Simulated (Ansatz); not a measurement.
# Si2Mo (I4/mmm) in Ansatz: reference runs

Aim: a first look at Si2Mo with PBE, on the cell as given and on a disturbed one.

All numbers are computed with Ansatz 0.2.0; they aren't measurements. Logs are shortened: lines on timing, memory, paths and dates and some standing lists are left out, and cuts for length are marked.

### Step 1. The structure

It takes space group I4/mmm (No. 139, tetragonal). Conventional cell: a = 3.200 Å, b = 3.200 Å, c = 7.861 Å, α = 90.00°, β = 90.00°, γ = 90.00°. Mo (site symmetry 4/mmm) has 10 Si at 2.62 Å as nearest neighbours. Around Si (site symmetry 4mm) lie 5 Si at 2.61 to 2.63 Å and 5 Mo at 2.62 Å.

### Step 2. Single point, PBE

Contents of input.yaml:

```yaml
crystal:
  lattice:
    - [-1.6, 1.6, 3.9305]
    - [1.6, -1.6, 3.9305]
    - [1.6, 1.6, -3.9305]
  atoms:
    - { symbol: Mo, position: [0.0, 0.0, 0.0] }
    - { symbol: Si, position: [0.667, 0.667, 0.0] }
    - { symbol: Si, position: [0.333, 0.333, 0.0] }
kpoints:
  mp_grid: { grid: [12, 12, 12] }
scf:
  occupations: { method: fermi_dirac, width: 0.05 }
hamiltonian:
  xc: pbe
  pseudopotentials: { kind: all_electron, lapw: { basis_error: 0.001 } }
output:
  forces: true
  stress: true
  eigenvalues: true
  populations: true
```

Potentials or basis: all-electron LAPW, scalar-relativistic.

The run is started by

```console
ansatz run input.yaml --threads 2 --pin off --max-ram 5120MiB --backend cpu --events-out ev --progress --plain --runs-dir out
```

What it wrote:

```text
Warning: RAYON_NUM_THREADS=2 ignored (pool sized by the plan → 2); use --threads N
Mo: projections on atomic orbitals take those of the free atom 1s2 2s2 2p6 3s2 3p6 3d10 4s2 4p6 4d5 5s1, of charge +0.00 (hamiltonian.pseudopotentials.projection_atoms)
Si: projections on atomic orbitals take those of the free atom 1s2 2s2 2p6 3s2 3p2, of charge +0.00 (hamiltonian.pseudopotentials.projection_atoms)
LAPW: plane waves up to 7.651 Å⁻¹, error target 1.0e-3 eV per atom; small_component_spin mean_spin; Si in spheres of 1.170 Å, 12 of its electrons in bands, Dirac shells []; Mo in spheres of 1.446 Å, 24 of its electrons in bands, Dirac shells [] (how accurate: hamiltonian.pseudopotentials.lapw.basis_error, Limitations)
Engine: ansatz 0.2.0, x86_64-unknown-linux-gnu
Pseudopotentials: kind: all_electron
Pseudopotential: Mo, LAPW, valence charge 24, lapw/all_electron/scalar/gaussian/Mo, Koelling and Harmon's equation, gaussian nucleus
Pseudopotential: Si, LAPW, valence charge 12, lapw/all_electron/scalar/gaussian/Si, Koelling and Harmon's equation, gaussian nucleus
Functional definition: PBE
  parameter kappa = 0.804
  parameter beta = 0.06672455060314922
  exchange = pbe_x(kappa = kappa, mu = beta*pi^2/3)
  correlation = pbe_c(beta = beta)
Crystal: 3 atoms, lattice volume = 40.248 Å³
Basis set: ecut = 223.01625938359453 eV, 309 PW (Γ), FFT grids on a1+a3, a2+a3, a3, exchange–correlation at level 2
Bands: 29, of which v1, the nominal top of the filled ones, is band 24 counted from 1 (23 counted from 0)
Symmetry: 16 space group operations
Space group: I4/mmm (ITA 139), of the structure as read, at distance tolerance 3.4e-5 Å
k-points: 163 of 1728
Non-local potential: Mo, projectors of the file, none
Non-local potential: Si, projectors of the file, none
Initial density: superposition of atomic densities (chi_scale 0.1, normalization cell, long waves kept (reshape's long-wave potential 0.00 eV rms))
Initial wavefunctions: plane waves of lowest kinetic energy (no species holds an atomic orbital)
Functional: x = pbe(κ = 0.804, μ = 0.2195149727645171), c = pbe(β = 0.06672455060314922)
iter 1 solved again at ethr=1.79e-3 eV; its pass at ethr=1.00e-1 eV (dr2=8.59e-1 eV) is discarded
SCF iter   1: F=—  HF=-125964.693935 eV  |F-HF|=—  |Δ(HF+E_count)|=         —  Δρ=4.26e-2  dr2=8.61e-1  ethr=1.79e-3  ⟨swp⟩=2.0  Hψ=31389  notcnv=0
preconditioner: auto → Kerker (q_TF=auto, 2.810 Å⁻¹)  [metal: Δε(μ)=0.072 eV  Ē_g=8.536 eV  σ=0.050 eV  W_gap=0.32  n_scr=14 (ndim 8)  ℏωp=21.9 eV  f_vac=0.000  D(μ)=0.33/eV (n_scr^D=0)]
SCF iter   2: F=—  HF=-125964.137081 eV  |F-HF|=—  |Δ(HF+E_count)|=   5.57e-1  Δρ=2.88e-2  dr2=6.52e-1  ethr=1.79e-3  ⟨swp⟩=3.0  Hψ=14932  notcnv=0
iter 3 solved again at ethr=1.36e-4 eV; its pass at ethr=1.36e-3 eV (dr2=6.50e-2 eV) is discarded
SCF iter   3: F=—  HF=-125963.879813 eV  |F-HF|=—  |Δ(HF+E_count)|=   2.57e-1  Δρ=1.41e-2  dr2=6.49e-2  ethr=1.36e-4  ⟨swp⟩=2.0  Hψ=22955  notcnv=0
SCF iter   4: F=—  HF=-125963.860223 eV  |F-HF|=—  |Δ(HF+E_count)|=         —  Δρ=3.90e-3  dr2=1.09e-2  ethr=1.35e-4  ⟨swp⟩=2.0  Hψ=13536  notcnv=0
the basis was enlarged: its passes take 442.6 KiB over the memory plan, 2 of 2 planned eigensolver slots
SCF iter   5: F=—  HF=-125963.859722 eV  |F-HF|=—  |Δ(HF+E_count)|=   5.00e-4  Δρ=2.08e-3  dr2=2.86e-3  ethr=2.26e-5  ⟨swp⟩=2.1  Hψ=13464  notcnv=0
SCF iter   6: F=—  HF=-125963.858219 eV  |F-HF|=—  |Δ(HF+E_count)|=   1.50e-3  Δρ=1.06e-3  dr2=7.79e-4  ethr=5.96e-6  ⟨swp⟩=2.0  Hψ=13362  notcnv=0
SCF iter   7: F=—  HF=-125963.857710 eV  |F-HF|=—  |Δ(HF+E_count)|=   5.09e-4  Δρ=2.62e-4  dr2=4.83e-5  ethr=1.62e-6  ⟨swp⟩=2.0  Hψ=13358  notcnv=0
SCF iter   8: F=—  HF=-125963.857682 eV  |F-HF|=—  |Δ(HF+E_count)|=   2.72e-5  Δρ=3.98e-5  dr2=1.12e-6  ethr=1.01e-7  ⟨swp⟩=2.0  Hψ=13356  notcnv=0
SCF iter   9: F=—  HF=-125963.857682 eV  |F-HF|=—  |Δ(HF+E_count)|=   7.20e-8  Δρ=1.73e-5  dr2=2.82e-7  ethr=2.33e-9  ⟨swp⟩=2.0  Hψ=13354  notcnv=0
SCF iter  10: F=-125963.857682 eV  HF=-125963.857682 eV  |F-HF|=1.96e-8  |Δ(HF+E_count)|=   7.06e-8  Δρ=3.65e-6  dr2=1.11e-8  ethr=5.88e-10  ⟨swp⟩=2.0  Hψ=13354  notcnv=0
SCF 1 converged in 10 iterations: F = -125963.857682 eV  dr2 = 1.11e-8
SCF converged after 10 iterations
Free energy (F): -125963.857682 eV
Harris-Foulkes:  -125963.857682 eV  (|F-HF|=1.96e-8)
Internal energy: -125963.855432 eV  (E = F + TS)
E sigma→0 (E₀):  -125963.856557 eV
Entropy (-TS):   -0.002250 eV (-0.750 meV/atom)
Fermi energy:    18.126922 eV
--- Per-component energies (eV) ---
  E_band       = -3326.081968
  E_kinetic    = 130008.621951
  E_xc         = -4512.121973
  E_electrostatic = -251460.355410  (all electrons and nuclei)
  E_smearing   = -0.002250  (= −TS)
  E_closure    = 0.000000  (closes the sum)
  E_atoms      = -125940.636991  (free atoms, spherical and without spin; not in F)
  Σ components = -125963.857682   (vs F -125963.857682, Δ=0.00e0)
  Basis errors (estimates in eV, not in F): energy 3.2e-4 per atom: plane waves 2.8e-4 (1.5e-4 summed), levels above the bands 2.5e-46, relativity 2.7e-8, radial functions 4.4e-5, core shells 8.9e-7; eigenvalues (radial functions only) 1.8e-6; not estimated: angular momenta, meshes, grids; target (lapw.basis_error) 1.0e-3; muffin-tin radii Si 1.170 Å, Mo 1.446 Å
--- Forces (eV/Å), atoms counted from 1 ---
  atom   1  Mo     0.00000000    -0.00000000     0.00000000
  atom   2  Si     0.00000000    -0.00000000    -0.27854442
  atom   3  Si    -0.00000000     0.00000000     0.27854442
  max |Σ_I F_I| component: 8.67e-19 eV/Å
--- Stress (GPa, compression-positive) ---
        2.656341       0.000000       0.000000
        0.000000       2.656341      -0.000000
        0.000000      -0.000000       1.491329
  P = ⅓ Tr σ = 2.2680 GPa (22.680 kbar)
--- Band table (eV; the first three rows and the last of 163) ---
  k-point 0: bands = ["-199.2585", "-199.2405", "-199.2298", "-199.2228", "-199.2228", "-116.3497", "-116.3478", "-72.4004", "-72.4004", "-72.3954", "-72.3954", "-72.3856", "-72.3788", "-42.6156", "-16.7761", "-16.6752", "-16.6752", "4.6618", "11.7819", "14.6523", "15.1040", "15.4636", "15.4636", "18.5326", "21.1969", "21.2347", "21.7566", "21.7566", "22.1824"]
  k-point 1: bands = ["-199.2585", "-199.2405", "-199.2298", "-199.2228", "-199.2228", "-116.3496", "-116.3478", "-72.4004", "-72.4000", "-72.3959", "-72.3954", "-72.3854", "-72.3788", "-42.6131", "-16.7727", "-16.6921", "-16.6897", "4.8760", "11.9722", "14.0100", "14.9373", "15.1667", "16.1554", "17.7779", "20.6386", "21.5115", "21.5854", "21.8462", "22.5841"]
  k-point 2: bands = ["-199.2585", "-199.2405", "-199.2298", "-199.2228", "-199.2228", "-116.3495", "-116.3480", "-72.4006", "-72.3991", "-72.3972", "-72.3954", "-72.3850", "-72.3790", "-42.6064", "-16.7635", "-16.7365", "-16.7292", "5.4975", "12.4353", "13.3136", "13.8788", "15.3675", "16.3286", "16.6865", "20.3505", "21.5086", "21.7980", "21.9751", "22.7898"]
  k-point 162: bands = ["-199.2585", "-199.2405", "-199.2298", "-199.2228", "-199.2228", "-116.3493", "-116.3481", "-72.4007", "-72.4007", "-72.3951", "-72.3951", "-72.3825", "-72.3818", "-42.6149", "-16.8003", "-16.6768", "-16.6768", "6.4818", "8.1233", "14.6230", "15.8370", "17.5343", "17.5343", "17.5935", "17.5935", "18.6671", "22.7360", "23.2785", "24.0243"]
--- Löwdin populations: 3 sites ---
  site symbol       q [e]
     0     Mo     42.0780
     1     Si     13.8624
     2     Si     13.8624
  spilling = 0.002818 (of n_electrons = 70.000000)
```

It took 11 s on 2 threads of AMD EPYC 9R45 (Zen 5), shared host; peak memory 0.68 GiB.

Results:

| Property | Result |
| --- | --- |
| Free energy | -125963.8577 eV |
| Pressure | 2.3 GPa |
| Largest force | 0.279 eV/Å |
| Band gap on the k mesh | none (metal or under the smearing width) |

Forces in eV/Å, atoms in the order of the input:
```
Mo   0.000  0.000  0.000
Si   0.000  0.000 -0.279
Si   0.000  0.000  0.279
```

Levels at points of the mesh, in eV from the Fermi level:
```csv
k point,band 21,band 22,band 23,band 24,band 25,band 26,band 27,band 28
"(0.00, 0.00, 0.00)",-3.02,-2.66,-2.66,0.41,3.07,3.11,3.63,3.63
"(0.00, 0.00, -0.50)",-5.28,-4.50,-3.07,-1.15,2.32,2.71,3.00,3.24
"(0.00, -0.50, 0.00)",-4.48,-2.62,-2.51,-0.52,2.26,3.02,4.02,4.25
"(-0.50, -0.50, -0.50)",-2.29,-0.59,-0.59,-0.53,-0.53,0.54,4.61,5.15
```

### Step 3. Single point, PBE (atoms moved at random, drawn with an rms of 0.05 Å)

Changes to input.yaml since step 2:

```diff
@@ -6,5 +6,5 @@
   atoms:
-    - { symbol: Mo, position: [0.0, 0.0, 0.0] }
-    - { symbol: Si, position: [0.667, 0.667, 0.0] }
-    - { symbol: Si, position: [0.333, 0.333, 0.0] }
+    - { symbol: Mo, position: [0.017662, 0.001863, 0.006641] }
+    - { symbol: Si, position: [0.677839, 0.694316, 0.025004] }
+    - { symbol: Si, position: [0.331999, 0.345811, 0.011501] }
 kpoints:
```

Potentials or basis: all-electron LAPW, scalar-relativistic.

The run is started by

```console
ansatz run input.yaml --threads 2 --pin off --max-ram 5120MiB --backend cpu --events-out ev --progress --plain --runs-dir out
```

What it wrote:

```text
Warning: RAYON_NUM_THREADS=2 ignored (pool sized by the plan → 2); use --threads N
Mo: projections on atomic orbitals take those of the free atom 1s2 2s2 2p6 3s2 3p6 3d10 4s2 4p6 4d5 5s1, of charge +0.00 (hamiltonian.pseudopotentials.projection_atoms)
Si: projections on atomic orbitals take those of the free atom 1s2 2s2 2p6 3s2 3p2, of charge +0.00 (hamiltonian.pseudopotentials.projection_atoms)
LAPW: plane waves up to 7.872 Å⁻¹, error target 1.0e-3 eV per atom; small_component_spin mean_spin; Si in spheres of 1.148 Å, 12 of its electrons in bands, Dirac shells []; Mo in spheres of 1.406 Å, 30 of its electrons in bands, Dirac shells [] (how accurate: hamiltonian.pseudopotentials.lapw.basis_error, Limitations)
[... 2 set-up lines as earlier in the session ...]
Pseudopotential: Mo, LAPW, valence charge 30, lapw/all_electron/scalar/gaussian/Mo, Koelling and Harmon's equation, gaussian nucleus
[... 6 set-up lines as earlier in the session ...]
Crystal: 3 atoms, lattice volume = 40.248 Å³
Basis set: ecut = 236.097668830228 eV, 329 PW (Γ), FFT grids on a1+a3, a2+a3, a3, exchange–correlation at level 2
Bands: 33, of which v1, the nominal top of the filled ones, is band 27 counted from 1 (26 counted from 0)
Symmetry: 1 space group operations
Space group: P1 (ITA 1), of the structure as read, at distance tolerance 3.4e-5 Å
k-points: 868 of 1728 (time reversal used)
[... 5 set-up lines as earlier in the session ...]
iter 1 solved again at ethr=2.02e-3 eV; its pass at ethr=1.00e-1 eV (dr2=1.09e0 eV) is discarded
SCF iter   1: F=—  HF=-125964.649899 eV  |F-HF|=—  |Δ(HF+E_count)|=         —  Δρ=4.70e-2  dr2=1.09e0  ethr=2.02e-3  ⟨swp⟩=2.0  Hψ=184324  notcnv=0
preconditioner: auto → Kerker (q_TF=auto, 2.865 Å⁻¹)  [metal: Δε(μ)=0.010 eV  Ē_g=9.067 eV  σ=0.050 eV  W_gap=0.05  n_scr=14 (ndim 8)  ℏωp=21.9 eV  f_vac=0.000  D(μ)=0.53/eV (n_scr^D=0)]
SCF iter   2: F=—  HF=-125964.023788 eV  |F-HF|=—  |Δ(HF+E_count)|=   6.26e-1  Δρ=2.69e-2  dr2=5.33e-1  ethr=2.02e-3  ⟨swp⟩=3.0  Hψ=84814  notcnv=0
SCF iter   3: F=—  HF=-125963.820556 eV  |F-HF|=—  |Δ(HF+E_count)|=   2.03e-1  Δρ=1.50e-2  dr2=6.85e-2  ethr=9.87e-4  ⟨swp⟩=2.0  Hψ=78124  notcnv=0
SCF iter   4: F=—  HF=-125963.801426 eV  |F-HF|=—  |Δ(HF+E_count)|=         —  Δρ=3.88e-3  dr2=8.76e-3  ethr=1.27e-4  ⟨swp⟩=2.0  Hψ=84259  notcnv=0
the basis was enlarged: its passes take 505.1 KiB over the memory plan, 2 of 2 planned eigensolver slots
SCF iter   5: F=—  HF=-125963.801710 eV  |F-HF|=—  |Δ(HF+E_count)|=   2.84e-4  Δρ=2.20e-3  dr2=3.46e-3  ethr=1.62e-5  ⟨swp⟩=2.0  Hψ=80075  notcnv=0
SCF iter   6: F=—  HF=-125963.800325 eV  |F-HF|=—  |Δ(HF+E_count)|=   1.38e-3  Δρ=1.12e-3  dr2=9.27e-4  ethr=6.40e-6  ⟨swp⟩=2.0  Hψ=80015  notcnv=0
iter 7 solved again at ethr=8.63e-8 eV; its pass at ethr=1.72e-6 eV (dr2=4.66e-5 eV) is discarded
SCF iter   7: F=—  HF=-125963.799860 eV  |F-HF|=—  |Δ(HF+E_count)|=   4.65e-4  Δρ=2.47e-4  dr2=4.66e-5  ethr=8.63e-8  ⟨swp⟩=2.0  Hψ=138280  notcnv=0
SCF iter   8: F=—  HF=-125963.799843 eV  |F-HF|=—  |Δ(HF+E_count)|=   1.63e-5  Δρ=4.24e-5  dr2=1.24e-6  ethr=8.63e-8  ⟨swp⟩=2.0  Hψ=80004  notcnv=0
SCF iter   9: F=—  HF=-125963.799843 eV  |F-HF|=—  |Δ(HF+E_count)|=   1.49e-8  Δρ=1.91e-5  dr2=2.98e-7  ethr=2.29e-9  ⟨swp⟩=2.0  Hψ=80010  notcnv=0
SCF iter  10: F=-125963.799843 eV  HF=-125963.799843 eV  |F-HF|=1.71e-8  |Δ(HF+E_count)|=   6.00e-8  Δρ=3.83e-6  dr2=1.18e-8  ethr=5.52e-10  ⟨swp⟩=2.0  Hψ=80006  notcnv=0
SCF 1 converged in 10 iterations: F = -125963.799843 eV  dr2 = 1.18e-8
SCF converged after 10 iterations
Free energy (F): -125963.799843 eV
Harris-Foulkes:  -125963.799843 eV  (|F-HF|=1.71e-8)
Internal energy: -125963.797610 eV  (E = F + TS)
E sigma→0 (E₀):  -125963.798727 eV
Entropy (-TS):   -0.002233 eV (-0.744 meV/atom)
Fermi energy:    18.147754 eV
--- Per-component energies (eV) ---
  E_band       = -5470.264497
  E_kinetic    = 130008.769743
  E_xc         = -4512.134354
  E_electrostatic = -251460.433000  (all electrons and nuclei)
  E_smearing   = -0.002233  (= −TS)
  E_closure    = 0.000000  (closes the sum)
  E_atoms      = -125940.636991  (free atoms, spherical and without spin; not in F)
  Σ components = -125963.799843   (vs F -125963.799843, Δ=0.00e0)
  Basis errors (estimates in eV, not in F): energy 3.3e-4 per atom: plane waves 2.9e-4 (1.6e-4 summed), levels above the bands 1.1e-46, relativity 2.7e-8, radial functions 4.1e-5, core shells 6.6e-8; eigenvalues (radial functions only) 1.2e-6; not estimated: angular momenta, meshes, grids; target (lapw.basis_error) 1.0e-3; muffin-tin radii Si 1.148 Å, Mo 1.406 Å
--- Forces (eV/Å), atoms counted from 1 ---
  atom   1  Mo     0.61631477    -0.27394609    -0.34934301
  atom   2  Si    -0.48683279     0.04542794    -0.53098414
  atom   3  Si    -0.12948446     0.22851909     0.88032882
  max |Σ_I F_I| component: 2.48e-6 eV/Å
--- Stress (GPa, compression-positive) ---
        2.803944      -0.305815      -0.260895
       -0.305815       2.996725       0.056320
       -0.260895       0.056320       1.757877
  P = ⅓ Tr σ = 2.5195 GPa (25.195 kbar)
--- Band table (eV; the first three rows and the last of 868) ---
  k-point 0: bands = ["-357.3638", "-357.3631", "-357.3544", "-199.2580", "-199.2453", "-199.2303", "-199.2274", "-199.2272", "-116.3662", "-116.3303", "-72.4195", "-72.4176", "-72.3942", "-72.3815", "-72.3778", "-72.3611", "-42.6157", "-16.7966", "-16.6649", "-16.6620", "4.6159", "11.8851", "14.6405", "15.1593", "15.3906", "15.4161", "18.5829", "21.0126", "21.0763", "21.9297", "21.9700", "22.2430", "23.0629"]
  k-point 1: bands = ["-357.3638", "-357.3631", "-357.3544", "-199.2580", "-199.2453", "-199.2303", "-199.2274", "-199.2272", "-116.3662", "-116.3303", "-72.4195", "-72.4175", "-72.3943", "-72.3815", "-72.3778", "-72.3611", "-42.6133", "-16.7933", "-16.6804", "-16.6775", "4.8289", "12.0752", "13.9936", "14.8610", "15.2274", "16.0840", "17.8745", "20.5441", "21.4433", "21.6045", "21.9894", "22.7058", "23.5537"]
  k-point 2: bands = ["-357.3638", "-357.3631", "-357.3544", "-199.2580", "-199.2453", "-199.2303", "-199.2274", "-199.2272", "-116.3662", "-116.3303", "-72.4196", "-72.4176", "-72.3943", "-72.3816", "-72.3778", "-72.3611", "-42.6067", "-16.7848", "-16.7233", "-16.7173", "5.4483", "12.5363", "13.2885", "13.7994", "15.4328", "16.4619", "16.5778", "20.3323", "21.5524", "21.7056", "22.0426", "22.8995", "25.1933"]
  k-point 867: bands = ["-357.3638", "-357.3631", "-357.3544", "-199.2580", "-199.2453", "-199.2303", "-199.2274", "-199.2272", "-116.3662", "-116.3303", "-72.4196", "-72.4176", "-72.3938", "-72.3817", "-72.3777", "-72.3613", "-42.6151", "-16.8213", "-16.6666", "-16.6637", "6.3538", "8.3032", "14.6518", "15.6834", "17.4348", "17.4848", "17.5860", "17.6077", "18.7517", "22.6807", "23.3540", "23.8320", "26.8356"]
--- Löwdin populations: 3 sites ---
  site symbol       q [e]
     0     Mo     42.0736
     1     Si     13.8653
     2     Si     13.8622
  spilling = 0.002842 (of n_electrons = 70.000000)
```

Wall time 1.7 min (2 threads of AMD EPYC 9R45 (Zen 5), shared host); peak memory 2.1 GiB.

What came out:

| Item | Value |
| --- | --- |
| Free energy | -125963.7998 eV |
| Pressure | 2.5 GPa |
| Largest force | 0.919 eV/Å |
| Band gap on the k mesh | none (metal or under the smearing width) |

Forces on the atoms (eV/Å):
```
Mo   0.616 -0.274 -0.349
Si  -0.487  0.045 -0.531
Si  -0.129  0.229  0.880
```
